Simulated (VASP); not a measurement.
Write the native input for VASP 6.6.1 that does the following.

* Task: band structure
* Functional: PBE0
* Potentials or basis: VASP PAW PBE potentials, release 64 (Mg, O)
* Cutoff: 520 eV
* k mesh: 6 × 6 × 3
* Occupations: gaussian, width 0.03 eV
* Spin: no spin polarisation
* Grid for exact exchange (PRECFOCK): Fast
* Exchange at q = 0: truncated
* Further INCAR settings: ALGO = Normal; EDIFF = 1e-06; NBANDS = 16

Crystal: MgO.

```
Mg O
1.0
     3.29850    0.00000    0.00000
    -1.64925    2.85658    0.00000
     0.00000    0.00000    5.01528
Mg O
2 2
Direct
  0.33333 0.66667 0.49100
  0.66667 0.33333 0.99100
  0.66667 0.33333 0.38801
  0.33333 0.66667 0.88801
```

The cell was built by a generator and needn't be a form met in nature.

The input as run:

POSCAR

```
MgO                                     
1.0
    3.2984952604      0.0000000000      0.0000000000
   -1.6492476303      2.8565806910     -0.0000000000
    0.0000000000      0.0000000000      5.0152764253
  Mg              O             
     2     2
Direct
     0.3333333300000021    0.6666666699999979    0.4910016267360353
     0.6666666699999979    0.3333333300000021    0.9910016267360352
     0.6666666699999979    0.3333333300000021    0.3880083732639657
     0.3333333300000021    0.6666666699999979    0.8880083732639658
```

INCAR.step1

```
SYSTEM = MgO
PREC = Accurate
ENCUT = 520
EDIFF = 1E-5
ISMEAR = 0
SIGMA = 0.03
LREAL = .FALSE.
LASPH = .TRUE.
NELM = 80
ALGO = Normal
ISIF = 2
LWAVE = .TRUE.
LCHARG = .FALSE.
NBANDS = 16
KPAR = 4
GGA = PE
```

INCAR.step2

```
SYSTEM = MgO
PREC = Accurate
ENCUT = 520
EDIFF = 1E-6
ISMEAR = 0
SIGMA = 0.03
LREAL = .FALSE.
LASPH = .TRUE.
NELM = 80
ALGO = Normal
ISIF = 2
LWAVE = .FALSE.
LCHARG = .FALSE.
GGA = PE
LHFCALC = .TRUE.
AEXX = 0.25
PRECFOCK = Fast
HFRCUT = -1
NBANDS = 16
KPAR = 4
ISTART = 1
```

KPOINTS

```
regular mesh
0
G
  6 6 3
  0 0 0
```

KPOINTS_OPT

```
explicit points
6
Reciprocal
 0.0000000000  0.0000000000  0.0000000000 1
 0.0000000000  0.0000000000  0.5000000000 1
 0.3333333333  0.3333333333  0.5000000000 1
 0.3333333333  0.3333333333  0.0000000000 1
 0.5000000000  0.0000000000  0.5000000000 1
 0.5000000000  0.0000000000  0.0000000000 1
```

Potentials or basis: VASP PAW PBE potentials, release 64 (Mg, O).

Command:

```console
$ cat potpaw_PBE.64/Mg/POTCAR potpaw_PBE.64/O/POTCAR > POTCAR
$ cp INCAR.step1 INCAR
$ mpirun -np 4 vasp_std > vasp.out
$ cp INCAR.step2 INCAR
$ mpirun -np 4 vasp_std > vasp.out
```

Results of the run:

```json
{"Pressure": "-0.6 GPa", "Largest force": "0.016 eV/Å", "Band gap on the k mesh": "5.82 eV, direct", "Band gap along the path": "5.82 eV, direct"}
```

Caveat: the PAW data sets were made with another functional, which shifts forces and pressure a little.

It took 2.6 min on 4 MPI ranks on Intel(R) Xeon(R) Platinum 8488C (Sapphire Rapids), with other jobs on the host, peak memory 0.18 GiB a rank.
